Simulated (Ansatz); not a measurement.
# Ga2P2H7: the cost of one run

Method: DFT PBE, scalar-relativistic, plane waves, PAW, in Ansatz 0.2.0.

2 further runs of the same task are left out: 1 that didn't finish, 1 set aside as unsound or not needed.

### Step 1. The starting structure

The structure is cubic, space group F-43m (No. 216). Conventional cell: a = 5.505 Å, b = 5.505 Å, c = 5.505 Å, α = 90.00°, β = 90.00°, γ = 90.00°. Ga (site symmetry -43m) has 4 P at 2.38 Å as nearest neighbours. Around P (site symmetry -43m) lie 4 Ga at 2.38 Å.

As a file:

```cif
data_structure
_symmetry_space_group_name_H-M 'P 1'
_symmetry_Int_Tables_number 1
_cell_length_a 3.8927
_cell_length_b 3.8927
_cell_length_c 3.8927
_cell_angle_alpha 60.000
_cell_angle_beta 60.000
_cell_angle_gamma 60.000
_cell_volume 41.71
loop_
_atom_site_label
_atom_site_type_symbol
_atom_site_fract_x
_atom_site_fract_y
_atom_site_fract_z
_atom_site_occupancy
Ga1 Ga 0.00000 0.00000 0.00000 1
P1 P 0.25000 0.25000 0.25000 1
```

This cell was relaxed beforehand with the same method: volume 20.85 Å³/atom, gap on the mesh 1.58 eV.

### Step 2. Next: the [111] wire, 8 host atoms a period with H caps

The wire is cut from the relaxed crystal, periodic along c with vacuum across. Atoms and period relax; energies count from the bulk, -2269.7787 eV an atom. Each H cap counts from half an H2 molecule (-15.872 eV in a separate run).

The cell holds 4 Ga, 4 P, 14 H: a = 14.100 Å, b = 15.800 Å, c = 9.535 Å, α = 90.00°, β = 90.00°, γ = 90.00°.

### Step 3. Relaxing it

Pressure and volume refer to the whole cell with its vacuum; only the period along c may change.

File input.yaml:

```yaml
crystal:
  lattice:
    - [14.1, 0.0, 0.0]
    - [0.0, 15.8, 0.0]
    - [0.0, 0.0, 9.5350672263]
  atoms:
    - { symbol: Ga, position: [0.5847112856, 0.5, 0.0] }
    - { symbol: P, position: [0.5050149417, 0.3768140856, 0.4166666667] }
    - { symbol: Ga, position: [0.4253185978, 0.5, 0.3333333333] }
    - { symbol: P, position: [0.5050149417, 0.6231859144, 0.4166666667] }
    - { symbol: Ga, position: [0.5050149417, 0.6231859144, 0.6666666667] }
    - { symbol: P, position: [0.4253185978, 0.5, 0.0833333333] }
    - { symbol: Ga, position: [0.5050149417, 0.3768140856, 0.6666666667] }
    - { symbol: P, position: [0.5847112856, 0.5, 0.75] }
    - { symbol: H, position: [0.6372010089, 0.5811328881, 0.0548851226] }
    - { symbol: H, position: [0.6372010089, 0.4188671119, 0.0548851226] }
    - { symbol: H, position: [0.4575401602, 0.3034327473, 0.3670253456] }
    - { symbol: H, position: [0.5999645048, 0.3768140856, 0.3670253456] }
    - { symbol: H, position: [0.3203391513, 0.5, 0.3882184559] }
    - { symbol: H, position: [0.4575401602, 0.6965672527, 0.3670253456] }
    - { symbol: H, position: [0.5999645048, 0.6231859144, 0.3670253456] }
    - { symbol: H, position: [0.4000354952, 0.6231859144, 0.7215517892] }
    - { symbol: H, position: [0.5575046649, 0.7043188025, 0.7215517892] }
    - { symbol: H, position: [0.3778438163, 0.4266186617, 0.0336920123] }
    - { symbol: H, position: [0.3778438163, 0.5733813383, 0.0336920123] }
    - { symbol: H, position: [0.4000354952, 0.3768140856, 0.7215517892] }
    - { symbol: H, position: [0.5575046649, 0.2956811975, 0.7215517892] }
    - { symbol: H, position: [0.6796608487, 0.5, 0.700358679] }
basis:
  ecutwfc: 420
kpoints:
  mp_grid: { grid: [1, 1, 4] }
hamiltonian:
  xc: pbe
scf:
  occupations: { method: gaussian, width: 0.05 }
output:
  forces: true
  stress: true
  eigenvalues: true
  populations: true
  write_density: true
  write_potential: true
  elf: true
  volumetric_format: npy
relax:
  adjacent_minimum: "off"
  f_tol: 0.02
  max_steps: 45
  cell: { fix: [a, b, alpha, beta, gamma], stress_tol: 0.03 }
```

The run is started by

```
$ ansatz run input.yaml --threads 4 --pin off --max-ram 11264MiB --backend cpu --events-out ev --progress --plain --runs-dir out
```

**Question.** How long does this run take on 4 threads of AMD EPYC 9R45 (Zen 5), shared host, and how much memory does it need?

About 50 s, with a peak of 2.2 GiB.
